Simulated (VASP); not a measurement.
# Os in VASP: further runs

Runs on Os. Level: PBE. Tasks: single point, relaxation of the atoms.

Program: VASP 6.6.1. These are calculated values, not measurements. Logs are shortened: lines on timing, memory, paths and dates and some standing lists are left out, and cuts for length are marked.

## (1) The cell of the first run

The cell holds a slab with vacuum, 7 atoms: a = 2.753 Å, b = 2.753 Å, c = 28.053 Å, α = 90.00°, β = 90.00°, γ = 120.00°.

The slab is cut from a database's or a generator's crystal, which needn't be the stable form of the element.

## (2) Single point, PBE ((0 0 1) slab, atoms relaxed)

INCAR reads:

```
SYSTEM = Os
PREC = Accurate
ENCUT = 520
EDIFF = 1E-6
ISMEAR = 0
SIGMA = 0.1
LREAL = .FALSE.
LASPH = .TRUE.
NELM = 100
ALGO = Fast
ISIF = 2
LWAVE = .FALSE.
LCHARG = .TRUE.
LDIPOL = .TRUE.
IDIPOL = 3
DIPOL = 0.5 0.5 0.500
GGA = PE
LELF = .TRUE.
LVHAR = .TRUE.
LVACPOTAV = .TRUE.
NBANDS = 37
```

KPOINTS reads:

```
regular mesh
0
G
  15 15 1
  0 0 0
```

POSCAR reads:

```
Os
1.0
    2.7528310569      0.0000000000      0.0000000000
   -1.3764155284      2.3840216276      0.0000000000
    0.0000000000      0.0000000000     28.0528968982
Os
7
Direct
    0.3333333333      0.6666666667      0.2698251798
    0.6666666667      0.3333333333      0.3445362743
    0.3333333333      0.6666666667      0.4219852498
    0.6666666667      0.3333333333      0.5000000020
    0.3333333333      0.6666666667      0.5780147473
    0.6666666667      0.3333333333      0.6554637274
    0.3333333333      0.6666666667      0.7301748193
```

Potentials or basis: VASP PAW PBE potentials, release 64 (Os).

On the command line:

```
> cat potpaw_PBE.64/Os/POTCAR > POTCAR
> mpirun -np 1 vasp_std > vasp.out
```

OUTCAR:

```text
SYSTEM = Os
   PREC = Accurate
   ENCUT = 520
   EDIFF = 1E-6
   ISMEAR = 0
   LREAL = .FALSE.
   LASPH = .TRUE.
   NELM = 100
   ISIF = 2
   GGA = PE

 ion  position               nearest neighbor table
   1  0.333  0.667  0.270-   2 2.63   2 2.63   2 2.63
   2  0.667  0.333  0.345-   1 2.63   1 2.63   1 2.63   3 2.69   3 2.69   3 2.69
   3  0.333  0.667  0.422-   2 2.69   2 2.69   2 2.69   4 2.70   4 2.70   4 2.70
   4  0.667  0.333  0.500-   5 2.70   5 2.70   5 2.70   3 2.70   3 2.70   3 2.70
   5  0.333  0.667  0.578-   6 2.69   6 2.69   6 2.69   4 2.70   4 2.70   4 2.70
   6  0.667  0.333  0.655-   7 2.63   7 2.63   7 2.63   5 2.69   5 2.69   5 2.69
   7  0.333  0.667  0.730-   6 2.63   6 2.63   6 2.63

  LATTYP: Found a hexagonal cell.
 ALAT       =     2.7528310569
 C/A-ratio  =    10.1905624858

  Lattice vectors:

 A1 = (   2.7528310569,   0.0000000000,   0.0000000000)
 A2 = (  -1.3764155284,   2.3840216276,   0.0000000000)
 A3 = (   0.0000000000,   0.0000000000,  28.0528968982)

Analysis of symmetry for initial positions (statically):
=====================================================================
 Subroutine PRICEL returns:
 Original cell was already a primitive cell.

 Routine SETGRP: Setting up the symmetry group for a
 hexagonal supercell.

 Subroutine GETGRP returns: Found 12 space group operations
 (whereof 12 operations were pure point group operations)
 out of a pool of 24 trial point group operations.

The static configuration has the point symmetry D_3h.

Analysis of symmetry for dynamics (positions and initial velocities):
=====================================================================
 Subroutine PRICEL returns:
 Original cell was already a primitive cell.

 Routine SETGRP: Setting up the symmetry group for a
 hexagonal supercell.

 Subroutine GETGRP returns: Found 12 space group operations
 (whereof 12 operations were pure point group operations)
 out of a pool of 24 trial point group operations.

The dynamic configuration has the point symmetry D_3h.

 Subroutine INISYM returns: Found 12 space group operations
 (whereof 12 operations are pure point group operations),
 and found     1 'primitive' translations

----------------------------------------------------------------------------------------

                                     Primitive cell

  volume of cell :     184.1058

  direct lattice vectors                    reciprocal lattice vectors
     2.752831057  0.000000000  0.000000000     0.363262394  0.209729641  0.000000000
    -1.376415528  2.384021628  0.000000000     0.000000000  0.419459282  0.000000000
     0.000000000  0.000000000 28.052896898     0.000000000  0.000000000  0.035646942

  length of vectors
     2.752831057  2.752831057 28.052896898     0.419459282  0.419459282  0.035646942

  position of ions in fractional coordinates (direct lattice)
     0.333333333  0.666666667  0.269825180
     0.666666667  0.333333333  0.344536274
     0.333333333  0.666666667  0.421985250
     0.666666667  0.333333333  0.500000002
     0.333333333  0.666666667  0.578014747
     0.666666667  0.333333333  0.655463727
     0.333333333  0.666666667  0.730174819

  ion indices of the primitive-cell ions
   primitive index   ion index
                 1           1
                 2           2
                 3           3
                 4           4
                 5           5
                 6           6
                 7           7

----------------------------------------------------------------------------------------

 KPOINTS: regular mesh

Automatic generation of k-mesh.
 Grid dimensions read from file:
 generate k-points for:   15   15    1

 Generating k-lattice:

  Cartesian coordinates                     Fractional coordinates (reciprocal lattice)
     0.024217493  0.013981976  0.000000000     0.066666667 -0.000000000  0.000000000
     0.000000000  0.027963952  0.000000000     0.000000000  0.066666667  0.000000000
     0.000000000  0.000000000  0.035646942     0.000000000  0.000000000  1.000000000

  Length of vectors
     0.027963952  0.027963952  0.035646942

  Shift w.r.t. Gamma in fractional coordinates (k-lattice)
     0.000000000  0.000000000  0.000000000

 Subroutine IBZKPT returns following result:
 ===========================================

 Found     27 irreducible k-points:

 Following reciprocal coordinates:
            Coordinates               Weight
  0.000000  0.000000  0.000000      1.000000
  0.066667  0.000000  0.000000      6.000000
  0.133333 -0.000000  0.000000      6.000000
  0.200000  0.000000  0.000000      6.000000
  0.266667 -0.000000  0.000000      6.000000
  0.333333  0.000000  0.000000      6.000000
[... 16 lines left out ...]
  0.333333  0.200000  0.000000     12.000000
  0.400000  0.200000  0.000000      6.000000
 [... further k-points ...]
   k-points           NKPTS =     27   k-points in BZ     NKDIM =     27   number of bands    NBANDS=     37
   number of dos      NEDOS =    301   number of ions     NIONS =      7
   total plane-waves  NPLWV =  84000
   dimension x,y,z NGX =    20 NGY =   20 NGZ =  210
   dimension x,y,z NGXF=    40 NGYF=   40 NGZF=  420
   ions per type =               7
   NGX,Y,Z   is equivalent  to a cutoff of  12.08, 12.08, 12.44 a.u.
   NGXF,Y,Z  is equivalent  to a cutoff of  24.16, 24.16, 24.89 a.u.
 SYSTEM =  Os
   PREC   = accura    normal or accurate (medium, high low for compatibility)
   ISTART =      0    job   : 0-new  1-cont  2-samecut
   ICHARG =      2    charge: 1-file 2-atom 10-const
   ISPIN  =      1    spin polarized calculation?
   LNONCOLLINEAR =      F non collinear calculations
   LSORBIT =      F    spin-orbit coupling
   LASPH  =      T    aspherical Exc in radial PAW
   ENCUT  =  520.0 eV  38.22 Ry    6.18 a.u.   5.12  5.12 52.16*2*pi/ulx,y,z
   NELM   =    100;   NELMIN=  2; NELMDL= -5     # of ELM steps
   EDIFF  = 0.1E-05   stopping-criterion for ELM
   LREAL  =      F    real-space projection
   EDIFFG = 0.1E-04   stopping-criterion for IOM
   NSW    =      0    number of steps for IOM
   IBRION =     -1    ionic relax: 0-MD 1-quasi-New 2-CG
   NFREE  =      0    steps in history (QN), initial steepest desc. (CG)
   ISIF   =      2    stress and relaxation
   ISYM   =      2    0-nonsym 1-usesym 2-fastsym
   POTIM  = 0.5000    time-step for ionic-motion
   TEBEG  =    0.0;   TEEND  =   0.0 temperature during run
   PSTRESS=    0.0 pullay stress
   NELECT =      56.0000    total number of electrons
   NUPDOWN=      -1.0000    fix difference up-down
   EMIN   =  10.00;   EMAX   =-10.00  energy-range for DOS
   EFERMI =   0.00;   METHOD = LEGACY
   ISMEAR =     0;   SIGMA  =   0.10  broadening in eV -4-tet -1-fermi 0-gaus
   EFERMI_NEDOS =   21; number of points for ismear=-14 and -15
   IALGO  =     68    algorithm
   IMIX   =      4    mixing-type and parameters
     AMIX     =   0.40;   BMIX     =  1.00
     AMIX_MAG =   1.60;   BMIX_MAG =  1.00
  volume/ion in A,a.u.               =      26.30       177.49
  Fermi-wavevector in a.u.,A,eV,Ry     =   1.100986  2.080561 16.492568  1.212170
  Thomas-Fermi vector in A             =   2.237406
   LORBIT       =      0    0 simple, 1 ext, 2 COOP (PROOUT), +10 PAW based schemes
   GGA     = PE    functional components
   LHFCALC =     F    Hartree Fock is set to
   AEXX    =    0.0000 exact exchange contribution
   IVDW    =     0    specifies the selected vdW correction
   LEPSILON=     F    determine dielectric tensor
   LRPA    =     F    only Hartree local field effects (RPA)
 non-spin polarized calculation
 RMM-DIIS sequential band-by-band and
 Gauss-broadening in eV      SIGMA  =   0.10
  energy-cutoff  :      520.00
  volume of cell :      184.11
 maximum number of plane-waves:      4990
   NGX = 11   NGY = 11   NGZ =105

 dipolmoment           0.000000      0.000000     -0.000000 electrons x Angstroem

 number of electron      55.9999998 magnetization

 dipolmoment           0.000000      0.000000      0.000000 electrons x Angstroem

 Free energy of the ion-electron system (eV)
  ---------------------------------------------------
  ext. energy  EPLUGINS =         0.00000000
  ---------------------------------------------------
  free energy    TOTEN  =       -76.33080715 eV

  energy without entropy =      -76.29990502  energy(sigma->0) =      -76.31535609

 E-fermi :   2.5853     XC(G=0):  -8.2987

 val. band max:        2.5832679084   @ k =   0.2000   0.2000   0.0000
 cond. band min:       2.5966971115   @ k =   0.1333  -0.0000   0.0000
 fundamental gap:      0.0134292032
 Fermi energy:         2.5852520517

 k-point     1 :       0.0000    0.0000    0.0000
  band No.  band energies     occupation
      1      -8.0183      2.00000
      2      -7.4817      2.00000
      3      -6.5313      2.00000
      4      -5.5474      2.00000
      5      -5.0460      2.00000
      6      -4.8949      2.00000
[... 29 lines left out ...]
     36       3.4957      0.00000
     37       3.4957      0.00000

 k-point     2 :       0.0667    0.0000    0.0000
  band No.  band energies     occupation
      1      -7.8442      2.00000
      2      -7.3126      2.00000
      3      -6.3672      2.00000
      4      -5.3798      2.00000
      5      -4.8831      2.00000
      6      -4.7259      2.00000
[... 29 lines left out ...]
     36       3.4664      0.00000
     37       3.6189      0.00000

 k-point     3 :       0.1333   -0.0000    0.0000
  band No.  band energies     occupation
      1      -7.3444      2.00000
      2      -6.8329      2.00000
      3      -5.9123      2.00000
      4      -4.9229      2.00000
      5      -4.4432      2.00000
      6      -4.2675      2.00000
[... 29 lines left out ...]
     36       3.3969      0.00000
     37       3.9414      0.00000
[... 761 lines left out ...]
 k-point    23 :       0.3333    0.2000    0.0000
  band No.  band energies     occupation
      1      -4.0094      2.00000
      2      -4.0087      2.00000
      3      -3.7357      2.00000
      4      -3.6936      2.00000
      5      -3.2619      2.00000
      6      -3.1723      2.00000
[... 29 lines left out ...]
     36       6.8715      0.00000
     37       7.0668      0.00000

 k-point    24 :       0.4000    0.2000    0.0000
  band No.  band energies     occupation
      1      -4.0587      2.00000
      2      -4.0437      2.00000
      3      -3.7929      2.00000
      4      -3.6749      2.00000
      5      -3.3160      2.00000
      6      -3.1985      2.00000
[... 29 lines left out ...]
     36       7.5655      0.00000
     37       7.8587      0.00000

 [... further k-points ...]

------------------------ aborting loop because EDIFF is reached ----------------------------------------

  FORCE on cell =-STRESS in cart. coord.  units (eV):
  Direction    XX          YY          ZZ          XY          YZ          ZX
  --------------------------------------------------------------------------------------
  -------------------------------------------------------------------------------------
  Total       -4.2472727     -4.2472727     -0.1554964     -0.0000000      0.0000000      0.0000000
  in kB      -36.9618131    -36.9618131     -1.3532044     -0.0000000      0.0000000      0.0000000
  external PRESSURE =     -25.0922769 kB  Pullay stress =       0.0000000 kB

 VOLUME and BASIS-vectors are now :
 -----------------------------------------------------------------------------
  energy-cutoff  :      520.00
  volume of cell :      184.11
      direct lattice vectors                 reciprocal lattice vectors
     2.752831057  0.000000000  0.000000000     0.363262394  0.209729641  0.000000000
    -1.376415528  2.384021628  0.000000000     0.000000000  0.419459282  0.000000000
     0.000000000  0.000000000 28.052896898     0.000000000  0.000000000  0.035646942

 POSITION                                       TOTAL-FORCE (eV/Angst)
 -----------------------------------------------------------------------------------
     -0.00000      1.58935      7.56938         0.000000     -0.000000      0.014799
      1.37642      0.79467      9.66524        -0.000000      0.000000     -0.014929
     -0.00000      1.58935     11.83791         0.000000      0.000000      0.000835
      1.37642      0.79467     14.02645        -0.000000     -0.000000      0.000000
     -0.00000      1.58935     16.21499         0.000000      0.000000     -0.000835
      1.37642      0.79467     18.38766        -0.000000     -0.000000      0.014929
     -0.00000      1.58935     20.48352         0.000000     -0.000000     -0.014799
 -----------------------------------------------------------------------------------
    total drift:                               -0.000000      0.000000      0.000002

  FREE ENERGIE OF THE ION-ELECTRON SYSTEM (eV)
  ---------------------------------------------------
  free  energy   TOTEN  =       -76.3308071547 eV

  energy  without entropy=      -76.2999050205  energy(sigma->0) =      -76.31535609

 vacuum level on the upper side and lower side of the slab         7.913         7.913
```

Wall time 3.5 min (1 thread of Intel Xeon 6975P-C (Granite Rapids), shared host); peak memory 0.34 GiB.

Results:

* Free energy: -76.3308 eV
* Largest force: 0.015 eV/Å
* Band gap on the k mesh: none (metal or under the smearing width)
* Work function of the upper face: 5.33 eV
* Work function of the lower face: 5.33 eV

Forces on the atoms (eV/Å):
```
Os   0.000  0.000  0.015
Os   0.000  0.000 -0.015
Os   0.000  0.000  0.001
Os   0.000  0.000  0.000
Os   0.000  0.000 -0.001
Os   0.000  0.000  0.015
Os   0.000  0.000 -0.015
```

The run has no spin-orbit coupling, so splittings on Os are missing.

## (3) Relaxation of the atoms, PBE ((0 0 1) slab, atoms relaxed)

INCAR reads:

```
ALGO = Fast ; DIPOL = 0.5 0.5 0.500
EDIFF = 1E-6 ; EDIFFG = -0.02
ENCUT = 520 ; GGA = PE
IBRION = 2 ; IDIPOL = 3
ISIF = 2 ; ISMEAR = 0
LASPH = True ; LCHARG = False
LDIPOL = True ; LREAL = False
LWAVE = False ; NELM = 100
NSW = 80 ; PREC = Accurate
SIGMA = 0.1
```

KPOINTS reads:

```
k-points
0
Gamma
  15 15 1
```

POSCAR reads:

```
Os
1.0
    2.7528310569      0.0000000000      0.0000000000
   -1.3764155284      2.3840216276      0.0000000000
    0.0000000000      0.0000000000     28.0528968982
Os
7
Direct
    0.3333333333      0.6666666667      0.2673520680
    0.6666666667      0.3333333333      0.3449013787
    0.3333333333      0.6666666667      0.4224506893
    0.6666666667      0.3333333333      0.5000000000
    0.3333333333      0.6666666667      0.5775493107
    0.6666666667      0.3333333333      0.6550986213
    0.3333333333      0.6666666667      0.7326479320
```

Potentials or basis: VASP PAW PBE potentials, release 64 (Os).

On the command line:

```
> cat potpaw_PBE.64/Os/POTCAR > POTCAR
> mpirun -np 1 vasp_std > vasp.out
```

Wall time 15 min (1 thread of Intel Xeon 6975P-C (Granite Rapids), shared host); peak memory 0.38 GiB.

The run converged. Its results:

```yaml
Free_energy: -76.3256 eV
Energy_gained_by_relaxing: 11.9 meV/atom
Ionic_steps: 11
Largest_force_after_relaxing: 0.009 eV/Å
```

Forces on the atoms (eV/Å):
```
Os   0.000  0.000 -0.001
Os   0.000  0.000 -0.002
Os   0.000  0.000  0.009
Os   0.000  0.000  0.000
Os   0.000  0.000 -0.009
Os   0.000  0.000  0.002
Os   0.000  0.000  0.001
```

Step by step:
| step | energy change (eV) | largest force (eV/Å) | pressure (GPa) |
| --- | --- | --- | --- |
| 1 | 0.0000 | 0.9601 | -4.62 |
| 2 | -0.0759 | 0.2818 | -3.19 |
| 3 | -0.0765 | 0.1969 | -3.33 |
| 4 | -0.0806 | 0.0582 | -3.17 |
| 5 | -0.0807 | 0.0576 | -3.14 |
| 6 | -0.0814 | 0.0472 | -3.04 |
| 7 | -0.0824 | 0.0365 | -2.84 |
| 8 | -0.0830 | 0.0449 | -2.41 |
| 9 | -0.0830 | 0.0380 | -2.51 |
| 10 | -0.0829 | 0.0722 | -2.57 |
| 11 | -0.0831 | 0.0089 | -2.52 |

Final structure:
```
Os
1.0
     2.75283    0.00000    0.00000
    -1.37642    2.38402    0.00000
     0.00000    0.00000   28.05290
Os
7
Direct
  0.33333 0.66667 0.26982
  0.66667 0.33333 0.34458
  0.33333 0.66667 0.42189
  0.66667 0.33333 0.50000
  0.33333 0.66667 0.57811
  0.66667 0.33333 0.65542
  0.33333 0.66667 0.73018
```

Levels at points of the mesh, in eV from the Fermi level:
| k point | band 22 | band 23 | band 24 | band 25 | band 26 | band 27 | band 28 | band 29 | band 30 | band 31 |
| --- | --- | --- | --- | --- | --- | --- | --- | --- | --- | --- |
| (0.00, 0.00, 0.00) | -2.52 | -2.38 | -2.38 | -2.22 | -2.22 | -1.52 | -1.25 | -1.25 | -0.66 | -0.66 |

Caveat: the bands computed are all filled at some k points, so no gap is given.
